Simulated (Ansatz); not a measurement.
Born–Oppenheimer molecular dynamics of a periodic cell of 16 atoms, TaN (start crystal TaN, start structure P-6m2, volume 1 times the crystal's). It goes on from the last frame of an earlier run, with new velocities.

All numbers below come from DFT PBE, scalar-relativistic, plane waves, PAW (Ansatz). Settings: PAW set soft_1, cutoff 420 eV, k mesh 2x2x2, fermi-dirac smearing 0.17 eV, no spin polarisation.

```
ensemble             : NVT, Langevin thermostat
time step            : 1 fs
steps asked          : 280
set temperature      : 1600 K
friction             : 0.02 /fs
temperature schedule : 210 steps to 300 K, then 70 steps to 300 K
seed                 : 401301
```

Frames 10 fs apart, positions in Å, forces in eV/Å.

Velocities at 40 fs (Å/ps):

```
Ta 1.96 -0.90 -4.05
N 11.80 6.72 25.22
Ta 5.48 2.81 -0.79
N -8.39 5.73 -3.81
Ta -1.49 1.31 -2.98
N -20.07 -8.41 -10.12
Ta -2.77 2.40 5.19
N -2.84 -21.63 1.65
Ta 1.61 0.17 -3.55
N 5.51 0.71 -13.81
Ta -1.53 -1.86 -0.13
N -1.55 7.59 -15.01
Ta -5.90 -3.94 -3.61
N -6.82 5.13 1.09
Ta -1.79 1.11 1.15
N -5.94 10.40 -3.56
```

```xyz
16
Lattice="-2.9399 -5.0921 0.0000 4.4099 -2.5461 0.0000 0.0000 0.0000 5.7804" Properties=species:S:1:pos:R:3:forces:R:3 time_fs=40 energy_less_start_eV=0.078 T=1878
Ta 0.014 -5.251 1.420 1.00 3.13 -1.00
N 1.443 -4.395 0.046 0.09 0.96 -1.79
Ta -0.024 -5.153 4.300 0.46 -0.16 -0.82
N 1.583 -4.490 2.859 -1.01 2.19 0.24
Ta -1.444 -2.513 1.353 1.26 -3.48 2.25
N 0.158 -1.592 -0.254 -1.13 -2.94 1.45
Ta -1.469 -2.595 4.424 1.03 -0.49 -4.25
N 0.053 -1.811 2.869 -0.01 0.45 -1.15
Ta 1.637 -2.617 1.331 -3.66 -1.54 1.59
N 2.924 -1.832 0.061 1.83 1.18 -3.58
Ta 1.504 -2.667 4.159 -0.40 1.02 1.82
N 3.106 -1.722 2.641 -1.14 -2.01 2.88
Ta 0.168 -0.175 1.268 -3.24 1.93 3.37
N -1.570 -4.365 -0.058 2.42 1.56 -0.87
Ta 0.000 0.024 4.210 0.47 -1.87 -0.58
N -1.541 -4.314 2.776 2.04 0.04 0.45
16
Lattice="-2.9399 -5.0921 0.0000 4.4099 -2.5461 0.0000 0.0000 0.0000 5.7804" Properties=species:S:1:pos:R:3:forces:R:3 time_fs=50 energy_less_start_eV=0.300 T=1182
Ta 0.032 -5.248 1.372 0.05 2.87 0.41
N 1.535 -4.329 0.135 -1.90 0.55 -4.04
Ta 0.026 -5.117 4.298 -1.21 -0.46 -1.39
N 1.518 -4.351 2.843 -0.17 0.24 -0.17
Ta -1.446 -2.507 1.318 1.68 -4.41 4.66
N 0.032 -1.704 -0.281 0.84 -0.60 2.44
Ta -1.500 -2.576 4.462 0.79 -0.96 -7.38
N -0.019 -1.933 2.846 0.78 1.95 -0.91
Ta 1.631 -2.618 1.288 -2.75 -0.05 2.25
N 3.025 -1.780 -0.069 -0.45 0.26 -1.03
Ta 1.480 -2.684 4.160 -0.16 2.25 1.05
N 3.102 -1.763 2.615 -1.12 -1.12 2.40
Ta 0.115 -0.209 1.254 -0.93 3.07 2.77
N -1.582 -4.250 -0.069 1.93 -0.81 -0.08
Ta -0.009 0.021 4.217 1.07 -1.78 -1.64
N -1.556 -4.244 2.736 1.56 -1.01 0.67
16
Lattice="-2.9399 -5.0921 0.0000 4.4099 -2.5461 0.0000 0.0000 0.0000 5.7804" Properties=species:S:1:pos:R:3:forces:R:3 time_fs=60 energy_less_start_eV=-0.025 T=1103
Ta 0.047 -5.223 1.323 -0.60 1.92 1.61
N 1.514 -4.250 0.004 -1.22 -0.31 -1.67
Ta 0.056 -5.085 4.295 -2.22 -0.92 -2.26
N 1.479 -4.218 2.853 0.00 -1.98 -1.41
Ta -1.451 -2.519 1.301 0.55 -3.20 3.95
N 0.013 -1.789 -0.191 1.14 0.66 1.27
Ta -1.520 -2.543 4.463 1.50 -0.81 -8.71
N -0.049 -1.902 2.803 0.95 1.92 -0.33
Ta 1.602 -2.619 1.265 -2.30 0.63 2.37
N 3.057 -1.754 -0.138 -0.96 -0.15 0.22
Ta 1.455 -2.699 4.169 0.42 4.23 1.06
N 3.020 -1.831 2.686 -0.41 0.62 0.72
Ta 0.074 -0.215 1.272 0.36 3.88 1.73
N -1.526 -4.172 -0.131 0.93 -2.64 1.10
Ta -0.003 0.024 4.191 1.35 -1.65 -0.99
N -1.515 -4.146 2.679 0.51 -2.19 1.33
16
Lattice="-2.9399 -5.0921 0.0000 4.4099 -2.5461 0.0000 0.0000 0.0000 5.7804" Properties=species:S:1:pos:R:3:forces:R:3 time_fs=70 energy_less_start_eV=-0.652 T=1377
Ta 0.051 -5.194 1.295 -0.95 1.25 1.75
N 1.383 -4.143 -0.231 1.11 -1.99 3.31
Ta 0.072 -5.066 4.282 -3.07 -2.09 -3.85
N 1.484 -4.251 2.778 -0.19 -0.91 -0.38
Ta -1.472 -2.546 1.303 0.76 -2.05 2.57
N 0.098 -1.760 -0.061 -0.96 -0.05 -1.39
Ta -1.528 -2.525 4.433 2.61 -1.42 -6.70
N 0.033 -1.801 2.782 -0.39 0.69 -0.19
Ta 1.569 -2.603 1.263 -1.68 0.07 2.09
N 2.949 -1.729 -0.170 0.67 -0.52 0.22
Ta 1.446 -2.683 4.184 0.91 5.02 -1.06
N 2.922 -1.842 2.758 0.96 1.06 -0.28
Ta 0.046 -0.201 1.295 0.62 4.16 1.31
N -1.400 -4.271 -0.156 -0.83 -0.45 1.05
Ta 0.027 -0.001 4.167 0.36 -0.68 0.33
N -1.461 -4.135 2.703 0.07 -2.10 1.22
16
Lattice="-2.9399 -5.0921 0.0000 4.4099 -2.5461 0.0000 0.0000 0.0000 5.7804" Properties=species:S:1:pos:R:3:forces:R:3 time_fs=80 energy_less_start_eV=-0.565 T=1432
Ta 0.042 -5.168 1.269 -0.40 0.19 2.10
N 1.358 -4.121 -0.286 1.54 -2.38 3.96
Ta 0.073 -5.062 4.246 -2.69 -2.55 -3.36
N 1.536 -4.366 2.712 -0.94 1.13 0.78
Ta -1.500 -2.588 1.310 2.00 -1.38 1.28
N 0.183 -1.745 -0.044 -2.76 0.24 -1.87
Ta -1.533 -2.525 4.382 2.81 -1.82 -4.69
N 0.125 -1.679 2.769 -1.24 -1.11 0.03
Ta 1.543 -2.570 1.274 -0.94 -1.06 2.13
N 2.846 -1.778 -0.174 2.27 0.40 0.07
Ta 1.460 -2.633 4.183 0.64 3.38 -1.53
N 2.926 -1.835 2.818 0.83 1.07 -1.21
Ta 0.000 -0.172 1.309 1.28 3.34 0.25
N -1.317 -4.381 -0.107 -2.48 1.59 -0.21
Ta 0.042 -0.026 4.153 0.16 -0.09 1.55
N -1.419 -4.213 2.728 -0.09 -0.95 0.71
16
Lattice="-2.9399 -5.0921 0.0000 4.4099 -2.5461 0.0000 0.0000 0.0000 5.7804" Properties=species:S:1:pos:R:3:forces:R:3 time_fs=90 energy_less_start_eV=-1.779 T=1955
Ta 0.031 -5.164 1.248 0.04 0.29 1.85
N 1.465 -4.233 -0.146 0.15 -0.45 0.42
Ta 0.070 -5.085 4.197 -1.33 -1.10 -0.88
N 1.567 -4.479 2.668 -1.82 2.70 1.79
Ta -1.526 -2.619 1.325 3.14 -0.45 -0.71
N 0.116 -1.706 -0.147 -1.43 -0.09 0.02
Ta -1.525 -2.538 4.289 2.74 -1.50 -2.36
N 0.180 -1.608 2.794 -1.77 -2.22 -0.68
Ta 1.522 -2.537 1.295 -0.76 -1.35 0.47
N 2.946 -1.764 -0.181 0.36 0.24 0.21
Ta 1.465 -2.568 4.181 1.12 0.22 0.10
N 2.984 -1.751 2.790 -0.21 0.00 -0.68
Ta -0.029 -0.107 1.323 1.87 1.49 -0.97
N -1.369 -4.331 -0.054 -1.64 0.79 -1.55
Ta 0.042 -0.055 4.150 0.27 1.15 1.96
N -1.369 -4.309 2.684 -0.72 0.28 1.00
16
Lattice="-2.9399 -5.0921 0.0000 4.4099 -2.5461 0.0000 0.0000 0.0000 5.7804" Properties=species:S:1:pos:R:3:forces:R:3 time_fs=100 energy_less_start_eV=-1.683 T=1802
Ta 0.033 -5.176 1.244 -0.10 2.27 1.23
N 1.614 -4.322 -0.028 -2.29 1.52 -1.97
Ta 0.045 -5.100 4.145 0.19 -0.11 1.84
N 1.520 -4.387 2.727 -0.80 1.74 0.30
Ta -1.537 -2.623 1.335 3.52 0.37 -0.14
N -0.007 -1.672 -0.151 0.37 -0.54 0.25
Ta -1.510 -2.523 4.188 2.33 -1.51 0.77
N 0.090 -1.651 2.804 -1.09 -1.49 -0.96
Ta 1.494 -2.507 1.313 -0.47 -1.66 -0.39
N 3.142 -1.674 -0.103 -2.73 -0.55 -1.46
Ta 1.485 -2.508 4.189 0.47 -1.22 0.76
N 3.028 -1.691 2.753 -0.99 -0.57 0.12
Ta -0.056 -0.024 1.333 2.99 -0.86 -0.95
N -1.456 -4.220 -0.087 0.16 -0.94 -1.07
Ta 0.036 -0.067 4.157 0.46 1.88 1.87
N -1.327 -4.394 2.742 -2.00 1.68 -0.21
16
Lattice="-2.9399 -5.0921 0.0000 4.4099 -2.5461 0.0000 0.0000 0.0000 5.7804" Properties=species:S:1:pos:R:3:forces:R:3 time_fs=110 energy_less_start_eV=-1.324 T=1566
Ta 0.049 -5.174 1.241 -1.22 3.40 0.44
N 1.669 -4.295 -0.053 -3.19 1.58 -1.81
Ta 0.019 -5.104 4.098 0.94 0.74 3.15
N 1.404 -4.177 2.723 1.10 -0.63 0.14
Ta -1.546 -2.592 1.346 2.86 0.31 -1.51
N -0.095 -1.672 -0.171 1.39 -0.47 0.58
Ta -1.475 -2.509 4.115 0.03 -1.31 2.54
N -0.073 -1.744 2.713 1.07 0.79 0.15
Ta 1.467 -2.508 1.316 -0.62 -0.88 -1.05
N 3.103 -1.637 -0.123 -2.22 -0.95 -1.30
Ta 1.503 -2.449 4.211 -0.53 -2.56 0.06
N 3.006 -1.671 2.729 -0.90 -0.50 0.38
Ta -0.050 0.059 1.338 2.27 -2.77 -1.61
N -1.556 -4.226 -0.218 1.62 -0.41 0.67
Ta 0.034 -0.077 4.171 -0.40 2.21 0.57
N -1.357 -4.367 2.787 -2.21 1.47 -1.42
16
Lattice="-2.9399 -5.0921 0.0000 4.4099 -2.5461 0.0000 0.0000 0.0000 5.7804" Properties=species:S:1:pos:R:3:forces:R:3 time_fs=120 energy_less_start_eV=-0.973 T=1045
Ta 0.061 -5.164 1.244 -2.29 3.55 -0.12
N 1.565 -4.221 -0.127 -1.23 0.17 -0.57
Ta 0.001 -5.087 4.079 0.38 1.38 2.43
N 1.333 -4.059 2.766 1.83 -1.91 -0.57
Ta -1.540 -2.561 1.356 1.17 0.59 -4.00
N -0.048 -1.690 -0.123 0.33 -0.07 -0.18
Ta -1.445 -2.499 4.064 -1.80 -1.11 4.36
N -0.141 -1.805 2.641 2.47 2.50 1.09
Ta 1.445 -2.518 1.309 -0.75 0.14 -1.03
N 2.926 -1.593 -0.210 0.60 -1.27 0.50
Ta 1.514 -2.409 4.229 -1.32 -3.43 -0.95
N 2.949 -1.666 2.716 -0.35 -0.25 0.30
Ta -0.042 0.115 1.325 1.12 -3.53 -1.88
N -1.547 -4.294 -0.331 1.47 1.08 1.98
Ta 0.030 -0.085 4.191 -1.28 2.59 -0.96
N -1.479 -4.241 2.736 -0.35 -0.43 -0.41
16
Lattice="-2.9399 -5.0921 0.0000 4.4099 -2.5461 0.0000 0.0000 0.0000 5.7804" Properties=species:S:1:pos:R:3:forces:R:3 time_fs=130 energy_less_start_eV=-0.856 T=938
Ta 0.075 -5.135 1.258 -3.00 3.03 -0.50
N 1.365 -4.167 -0.253 1.60 -0.59 1.15
Ta 0.006 -5.077 4.082 -0.30 1.36 1.91
N 1.397 -4.118 2.810 0.90 -0.77 -1.68
Ta -1.523 -2.513 1.342 1.04 0.61 -4.05
N 0.046 -1.674 -0.046 -1.18 0.51 -1.40
Ta -1.435 -2.495 4.038 -1.73 -0.49 4.75
N -0.063 -1.719 2.640 1.10 1.28 1.19
Ta 1.433 -2.529 1.296 -0.18 0.48 -0.09
N 2.847 -1.591 -0.207 1.96 -0.84 1.11
Ta 1.523 -2.397 4.236 -1.97 -3.57 -1.70
N 2.888 -1.693 2.748 0.59 0.34 -0.59
Ta -0.038 0.148 1.302 0.69 -3.56 -1.30
N -1.455 -4.252 -0.334 -0.17 0.93 1.73
Ta 0.035 -0.074 4.208 -1.14 2.91 -0.98
N -1.634 -4.125 2.703 1.78 -1.63 0.46
16
Lattice="-2.9399 -5.0921 0.0000 4.4099 -2.5461 0.0000 0.0000 0.0000 5.7804" Properties=species:S:1:pos:R:3:forces:R:3 time_fs=140 energy_less_start_eV=-0.845 T=1025
Ta 0.078 -5.083 1.255 -2.96 1.79 -0.27
N 1.309 -4.151 -0.295 2.46 -0.57 1.63
Ta 0.011 -5.069 4.089 -0.54 1.21 1.53
N 1.468 -4.224 2.768 -0.41 0.71 -1.26
Ta -1.502 -2.468 1.316 1.17 -0.39 -2.65
N 0.098 -1.653 -0.028 -1.72 1.06 -1.68
Ta -1.429 -2.478 4.034 -1.18 -0.36 4.08
N 0.070 -1.583 2.724 -0.74 -0.76 -0.16
Ta 1.421 -2.541 1.277 0.93 0.93 1.20
N 2.864 -1.640 -0.156 1.52 0.13 0.36
Ta 1.508 -2.396 4.235 -1.26 -3.28 -1.57
N 2.871 -1.734 2.811 1.12 0.89 -1.70
Ta -0.036 0.152 1.272 0.84 -2.65 0.06
N -1.371 -4.066 -0.274 -1.31 -1.24 0.93
Ta 0.036 -0.047 4.223 -0.83 3.29 -0.57
N -1.708 -4.127 2.719 2.92 -0.77 0.08
16
Lattice="-2.9399 -5.0921 0.0000 4.4099 -2.5461 0.0000 0.0000 0.0000 5.7804" Properties=species:S:1:pos:R:3:forces:R:3 time_fs=150 energy_less_start_eV=-1.512 T=1217
Ta 0.050 -5.008 1.234 -2.33 -0.31 0.33
N 1.393 -4.185 -0.218 1.30 0.16 0.05
Ta 0.010 -5.064 4.082 0.00 0.93 1.69
N 1.470 -4.294 2.710 -0.39 1.53 -0.36
Ta -1.475 -2.439 1.276 0.37 -0.25 -0.52
N 0.035 -1.597 -0.100 -0.21 0.05 -0.62
Ta -1.428 -2.467 4.053 -1.07 -0.04 2.93
N 0.074 -1.524 2.800 -0.70 -1.74 -1.53
Ta 1.424 -2.548 1.259 1.12 2.05 1.30
N 2.966 -1.658 -0.136 -0.58 0.72 -0.67
Ta 1.481 -2.413 4.220 0.31 -2.31 -1.37
N 2.891 -1.735 2.744 0.58 0.96 -0.50
Ta -0.036 0.145 1.238 1.40 -1.51 1.90
N -1.376 -3.917 -0.168 -0.91 -3.51 -0.60
Ta 0.048 -0.013 4.235 -1.02 3.31 -1.38
N -1.619 -4.169 2.742 2.16 -0.07 -0.64
```

Of the whole run (280 fs, mean temperature of the second half 667 K): The schedule's set-point averaged 409 K over the second half and the system 667 K, so it lags behind the ramp. A run of 0.28 ps of so small a system gives no equilibrium averages. Limits of this set-up: coarse k mesh.

Time of the run: 20 min on 1 thread of Arm Neoverse V2 (shared host), peak memory 0.52 GiB.
